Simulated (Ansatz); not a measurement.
input.yaml (Ansatz 0.2.0):

```yaml
crystal:
  lattice:
    - [2.4815706462, 0.0, 0.0]
    - [-1.2407853231, 2.1491032209, 0.0]
    - [0.0, 0.0, 4.0141519832]
  atoms:
    - { symbol: Mn, position: [0.3333333333, 0.6666666667, 0.75], spin: 0.05, spin_axis: [0.0, 0.0, 1.0] }
    - { symbol: Mn, position: [0.6666666667, 0.3333333333, 0.25], spin: 0.05, spin_axis: [0.0, 0.0, 1.0] }
basis:
  ecutwfc: 420
  ecutrho_ratio: 4
kpoints:
  mp_grid: { grid: [20, 20, 10] }
  band_path:
    path:
      - [[0.0, 0.0, 0.0], [0.5, 0.0, 0.0], [0.33333333, 0.33333333, 0.0], [0.0, 0.0, 0.0], [0.0, 0.0, 0.5], [0.5, 0.0, 0.5], [0.33333333, 0.33333333, 0.5], [0.0, 0.0, 0.5]]
      - [[0.5, 0.0, 0.5], [0.5, 0.0, 0.0]]
      - [[0.33333333, 0.33333333, 0.5], [0.33333333, 0.33333333, 0.0]]
    npoints: 10
hamiltonian:
  xc: pbe
scf:
  occupations: { method: gaussian, width: 0.05 }
  lower_state_search: "off"
output:
  forces: true
  stress: true
  eigenvalues: true
  populations: true
  dos: { projected: true, de: 0.02, nscf_kmesh: { grid: [30, 30, 15] } }
  bader: true
magnetization:
  noncollinear: true
  spin_orbit: true
checkpoint:
  read: start.run
```

The folder start.run holds the converged state of an earlier run on the same cell; the run starts from that state's density and uses only the symmetry operations that the state has.

At room temperature and ambient pressure Mn takes another structure.

**Question.** Before reading the output: what should come out?

**Answer.** Pressure 0.0 GPa, gap on the mesh zero (metallic), no spin moment left (PBE+SOC).

The output:

```
Pseudopotentials: kind: paw_fr
Pseudopotential: Mn, paw_fr, valence charge 15, recommended cutoff 420 eV (normal), Mn.paw.azcp#standard-fr
Crystal: 2 atoms, lattice volume = 21.408 Å³
Basis set: ecut = 420 eV, 391 PW (Γ), exchange–correlation on 36×36×54 points (8 copies of the dense FFT grid, shifted against one another)
Bands: 38, of which v1, the nominal top of the filled ones, is band 30 counted from 1 (29 counted from 0)
Symmetry: 12 space group operations + 12 with time reversal
Magnetic group: BNS 194.270 (UNI 1500), of the structure as read, at distance tolerance 2.8e-5 Å
k-points: 264 of 4000 (time reversal used)
Projection manifold: j_resolved (fully-relativistic pseudo-atomic orbitals)
Initial density: read from a saved state, or passed on in memory by an earlier SCF of this step, an earlier step, the calling program or the single point that the run made first
Starting moments: Σ|m| = 0.1 μB on 2 of 2 sites; this step starts from the density that it was given
Initial wavefunctions: pseudopotential atomic-orbital guess
Functional: x = pbe(κ = 0.804, μ = 0.21951), c = pbe(β = 0.06672)
iter 1 solved again at ethr=1.48e-7 eV; its pass at ethr=3.10e-3 eV (dr2=4.43e-5 eV) is discarded
```

SCF trace (energy estimate counted from the last row):
```tsv
iteration	ΔE (eV)	density residual (eV)	M (μB)
1	0.000	2.14e-11	1.84e-6
2	0.000	7.46e-11	1.42e-6
```

```
SCF 1 converged in 2 iterations: F = -7797.889473 eV  dr2 = 7.46e-11
NSCF: frozen V_eff on 93 k-points
NSCF: frozen V_eff on 728 k-points
SCF converged after 2 iterations
Magnetization: |M| = 0.0000 μB,  M = ( 0.0000, +0.0000, +0.0000) μB
Absolute magnetization: 0.0000 μB (∫|m|, with the PAW one-centre terms)
  site 0: m = (+0.0000,  0.0000, +0.0000) μB, |m| = 0.0000 μB  (R = 1.02 Å)
  site 1: m = ( 0.0000, +0.0000, +0.0000) μB, |m| = 0.0000 μB  (R = 1.02 Å)
Free energy (F): -7797.889473 eV
E sigma→0 (E₀):  -7797.887691 eV
Entropy (-TS):   -0.003565 eV (-1.783 meV/atom)
Fermi energy:    20.296573 eV
--- Per-component energies (eV) ---
  E_band       = -311.834583
  E_kinetic    = 617.482153
  E_local      = -3115.651655  (includes V_loc(G=0)·N_el)
  E_nonlocal   = 472.421398
  E_hartree    = 1298.136059
  E_xc         = -231.826892
  E_vxc        = -297.125115  (∫ρ·V_xc dr)
  E_paw        = -2592.575372  (= ΣΔE_a)
  E_vpaw       = -585.234094  (= ΣTr[D̂ρ^β])
  E_aug_tail   = -0.000017  (compensation charges beyond the density's cutoff)
  E_ewald      = -4245.871583
  E_smearing   = -0.003565  (= −TS)
--- Forces (eV/Å), atoms counted from 1 ---
  atom   1  Mn     0.00000000     0.00000000     0.00000000
  atom   2  Mn     0.00000000     0.00000000     0.00000000
--- Stress (GPa, compression-positive) ---
       -0.018230       0.000000       0.000000
        0.000000      -0.018230       0.000000
        0.000000       0.000000      -0.013676
  P = ⅓ Tr σ = -0.0167 GPa (-0.167 kbar)
--- Löwdin populations: 2 sites ---
  site symbol       q [e]
     0     Mn     14.8423
     1     Mn     14.8423
--- Bader charges: 2 sites ---
  site symbol  charge [e]  shift [e]  m_x [muB]  m_y [muB]  m_z [muB]
     0     Mn      0.0000     0.0000     0.0000     0.0000     0.0000
     1     Mn      0.0000     0.0000     0.0000     0.0000     0.0000
  estimated error of the sums over rays = 6.1e-5 e
```

It took of the order of 110 core-seconds on a shared host.

The starting moments died out; a magnetic state reached from other starts isn't excluded.
